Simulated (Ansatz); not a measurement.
A set of 12 reactions (hydrogen abstraction), with CCSD(T)/CBS values in kJ/mol:

```json
{"reaction": "`FC(F)OC(F)F` + `F[C](F)F`• → `F[C](F)OC(F)F`• + `FC(F)F`", "ΔE": "-5.8"}
{"reaction": "`[Br][AlH][Br]` + `[SiH3]`• → `[Br][Al][Br]`• + SiH₄", "ΔE": "-42.1"}
{"reaction": "GeH₄ + `[SiH3]`• → `[GeH3]`• + SiH₄", "ΔE": "-24.0"}
{"reaction": "`O[SiH](Cl)Cl` + F• → `[O][SiH](Cl)Cl`• + H–F", "ΔE": "-44.9"}
{"reaction": "`FCF` + Cl• → `F[CH]F`• + HCl", "ΔE": "8.1"}
{"reaction": "`C=C[SiH2]O` + `[OH]`• → `C=C[SiH]O`• + H₂O", "ΔE": "-118.9"}
{"reaction": "`C#C[SiH](Cl)Cl` + `[CH3]`• → `C#C[Si](Cl)Cl`• + CH₄", "ΔE": "-60.9"}
{"reaction": "`[Br][SnH3]` + F• → `[Br][SnH2]`• + H–F", "ΔE": "-261.4"}
{"reaction": "`[GaH3]` + `F[C](F)F`• → `[GaH2]`• + `FC(F)F`", "ΔE": "-112.6"}
{"reaction": "`FCI` + `[SiH3]`• → `F[CH]I`• + SiH₄", "ΔE": "41.5"}
{"reaction": "`C[NH][GeH3]` + `[SiH3]`• → `C[N][GeH3]`• + SiH₄", "ΔE": "51.7"}
{"reaction": "`FCI` + Cl• → `F[CH]I`• + HCl", "ΔE": "-2.2"}
```

Program: Ansatz. Geometries: PBE0-D4/def2-TZVP. ΔE: electronic, gas phase. CCSD(T)/CBS is the MP2 limit (def2-TZVPP, def2-QZVPP) plus CCSD(T) − MP2 in def2-TZVPP, frozen cores. This one scheme is used for every species, atoms too. Functionals use def2-TZVPP. B3LYP here is the variant with VWN-RPA as its local correlation; programs differ in this. Open shells (•) are unrestricted, without spin–orbit coupling. Spin–orbit coupling would lower the free atoms: a little for Cl, F. def2 core potentials past Kr. Bonds to Br, Ga, Ge, I, Sn are less sure, by a few kJ/mol each and by 10 to 20 or more in all where they break to atoms, as the def2 sets lack core-valence functions. Scalar relativity is left out up to krypton. Each species was taken in one conformer, which may not be the lowest.

(1) Give the mean, mean absolute and largest difference (level minus CCSD(T)/CBS, kJ/mol) for: PBE-D4, B3LYP-D4, ωB97X-V, ωB97M-V, B2PLYP, r2SCAN, B3LYP, HF/def2-TZVPP, MP2/def2-TZVPP, CCSD/def2-TZVPP, CCSD(T)/def2-TZVPP, HF/def2-QZVPP, MP2/def2-QZVPP, SCS-MP2/def2-QZVPP. (An estimate is asked.)

The largest T1 diagnostic in the set is 0.027, for `C=C[SiH]O`• (customary mark 0.045).

CCSD(T)/CBS is a level of theory with its own doubt, and the functionals carry their triple-zeta basis error, so these figures describe this set and don't rank the functionals.

Answers

(1) The calculation gave: 
```
             level   mean  mean absolute  largest
            PBE-D4  -12.8           13.8    -27.9
          B3LYP-D4   -4.7            5.4    -13.7
           ωB97X-V   -0.1            6.0     15.7
           ωB97M-V   -2.3            4.9     -9.5
            B2PLYP   -1.9            2.7     -6.7
            r2SCAN   -7.0            9.0    -23.2
             B3LYP   -5.4            5.8    -15.1
     HF/def2-TZVPP   20.9           31.0    105.9
    MP2/def2-TZVPP    2.0            6.2     22.1
   CCSD/def2-TZVPP    4.7            6.2     18.9
CCSD(T)/def2-TZVPP    2.6            3.5     12.2
     HF/def2-QZVPP   20.3           30.6    104.5
    MP2/def2-QZVPP    0.3            6.9     23.4
SCS-MP2/def2-QZVPP    4.7            6.8     15.5
```
